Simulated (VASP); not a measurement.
Set up this calculation in VASP 6.6.1, as the native input.

```
Task                   : single point
Functional             : PBE
Dispersion             : D3(BJ)
Potentials or basis    : VASP PAW PBE potentials, release 64 (C, O, H)
Cutoff                 : 520 eV
k mesh                 : 1 × 1 × 1
Occupations            : fermi-dirac, width 0.05 eV
Spin                   : no spin polarisation
Dipole correction      : no
Further INCAR settings : LREAL = Auto; ALGO = Normal; EDIFF = 1e-06; NBANDS = 66
```

The structure of H4CO lies in POSCAR:

```
H4CO
1.0
    8.0548320000      0.0000000000      0.0000000000
    0.0000000000      8.0548320000      0.0000000000
    0.0000000000      0.0000000000      8.0548320000
C O H
6 6 24
Direct
    0.2084587239      0.4127212088      0.6522047884
    0.3646258544      0.7129881790      1.0103252309
    0.9384925719      0.8004139627      0.2207867278
    0.6779657229      0.6231166584      0.7087298655
    0.6191190580      0.1768503676      0.0831053956
    0.3689214126      0.9634092927      0.6081318642
    0.0440853391      0.4335161801      0.6000870037
    0.5074717884      0.8114135714      1.0132675641
    1.0850629783      0.7165885024      0.2618676591
    0.6853898381      0.5493596887      0.8663247104
    0.4483271656      0.1643733848      0.0888783279
    0.4606427546      0.9420184058      0.4655093986
    0.2900122560      0.4649134830      0.5690745629
    0.0310496855      0.4910592797      0.5007304932
    0.2530158295      0.4629146828      0.7734984417
    0.2493410167      0.2680130386      0.6211302731
    0.2578452288      0.7913014201      0.9659543489
    0.6067662243      0.7459745902      1.0438082383
    0.4013739827      0.6055992229      0.9347680994
    0.3541849166      0.6610193732      1.1356164846
    0.8563307093      0.7138323928      0.1471290773
    1.1765732668      0.7257258749      0.1982784992
    0.8504584577      0.7934491992      0.3186037896
    0.9322975327      0.9293055398      0.1584887183
    0.6778415739      0.7532621413      0.7429577675
    0.7671047639      0.4679054759      0.8330900011
    0.8041260203      0.6401250827      0.6580025505
    0.6072876504      0.5762503799      0.6184486529
    0.6464194412      0.3226138050      0.0841358330
    0.4242794884      0.0527881897      0.0730865647
    0.6825592390      0.1173332976      0.1882596682
    0.6498211260      0.1100954061     -0.0333216137
    0.2305448456      0.9410624579      0.6282316006
    0.4096919712      0.9677545106      0.3658425154
    0.4335534248      0.8655177414      0.6807342475
    0.3666494844      1.1040329581      0.6683689989
```

The cell was built by a generator and needn't be a form met in nature.

One way to write it, as run:

INCAR

```
SYSTEM = H4CO
PREC = Accurate
ENCUT = 520
EDIFF = 1E-6
ISMEAR = -1
SIGMA = 0.05
LREAL = Auto
LASPH = .True.
NELM = 100
ALGO = Normal
ISIF = 2
LWAVE = .False.
LCHARG = .False.
GGA = PE
IVDW = 12
NBANDS = 66
```

KPOINTS

```
Automatic mesh
0
Gamma
  1 1 1
  0 0 0
```

Potentials or basis: VASP PAW PBE potentials, release 64 (C, O, H).

Run with:

```sh
$ cat potpaw_PBE.64/C/POTCAR potpaw_PBE.64/O/POTCAR potpaw_PBE.64/H/POTCAR > POTCAR
$ mpirun -np 1 vasp_gam > vasp.out
```

Results of the run:

```yaml
Pressure: 1.8 GPa
Largest_force: 6.201 eV/Å
Band_gap_on_the_k_mesh: 4.37 eV, direct
Dispersion_energy_per_atom: -0.027 eV
```

Run time: 49 s on 1 thread of AMD EPYC 9R45 96-Core Processor (Zen 5), with other jobs on the host, peak memory 0.41 GiB.
